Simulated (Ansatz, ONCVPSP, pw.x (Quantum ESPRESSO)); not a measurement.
Si: one change to the ONCV potential, in the atom and in the diamond crystal

```
Element                 : Si
Generator               : ONCVPSP 4.0.1
Type                    : optimised norm-conserving Vanderbilt (ONCV)
Functional              : PBEsol
Relativity              : scalar-relativistic
Frozen core             : [Ne]
Valence charge          : 4
Reference configuration : 3s2 3p2
Partial waves           : 3s: rc 1.65 bohr, ncon 4, nbas 9, qcut 3.8 1/bohr, 2 projectors, debl 2.7 Ha; 3p: rc 2.20 bohr, ncon 4, nbas 8, qcut 3.1 1/bohr, 1 projector; d scattering state at 0.1 Ha: rc 2.05 bohr, ncon 4, nbas 8, qcut 4.4 1/bohr, 2 projectors, debl 3.7 Ha
Local potential         : polynomial inside 1.30 bohr (lpopt 5, dvloc0 1 Ha)
Core correction         : Teter function fitted to the true core (icmod 2), fcfact 0.75
```

Change: local potential polynomial inside 1.30 bohr (lpopt 5, dvloc0 9 Ha).

Cutoffs, loose and tight: the cutoffs (Ha) at which the residual kinetic energy of the hardest occupied pseudo-wave falls to 1 and 0.1 mHa per electron. They do not see the model core or the augmentation charge, which bear on the density cutoff. Test errors are all-electron minus pseudo excitation energies from the reference, over the configurations 3s2 3p1; 3s2 3p0; 3s1 3p0; 3s1 3p3; variants that change the core or the reference have their own tests.

Crystal test: diamond Si in pw.x 7.5, no spin, 9³ k-points, Fermi–Dirac smearing 0.01 Ry, cutoffs set for each file from its atomic test. The reference is all-electron LAPW (Ansatz 0.2.0) with the same functional, mesh and smearing; V0 and B0 come from Birch–Murnaghan fits to the pressures at five volumes. Errors are pseudo minus all-electron; Δ is the rms difference of the E(V) curves that follow from these fits, minima aligned, over ±6 % about the mean V0. Mesh and smearing are coarse, so the numbers serve the comparison and aren't converged zero-temperature values; the lattice is a test structure that the element need not adopt.

All-electron: a0 = 5.432 Å (V0 = 20.04 Å³/atom), B0 = 93.4 GPa.

Task: Does the change bring the crystal closer to the all-electron result?

Result: The mean pressure error goes from -0.72 to -0.37 GPa, so the change moves the solid closer to the all-electron pressures.

```
                       quantity       base    changed
                 outcome (atom)  generated  generated
           cutoff, loose (atom)     7.6 Ha     7.6 Ha
           cutoff, tight (atom)      41 Ha      41 Ha
            bound ghosts (atom)       none       none
largest test error (meV) (atom)        +54        +54
           cutoffs in pw.x (Ry)     95/380     95/380
                         a0 (Å)      5.418      5.425
                   a0 error (%)      -0.25      -0.13
                   B0 error (%)       +0.4       -0.1
                   Δ (meV/atom)        3.1        1.6
      mean pressure error (GPa)      -0.72      -0.37
```

Base: The cutoffs count occupied waves only; projector 2 of the d channel, the hardest unoccupied one, needs 65 Ha at the loose tolerance. Changed file: The cutoffs count occupied waves only; projector 2 of the d channel, the hardest unoccupied one, needs 65 Ha at the loose tolerance.
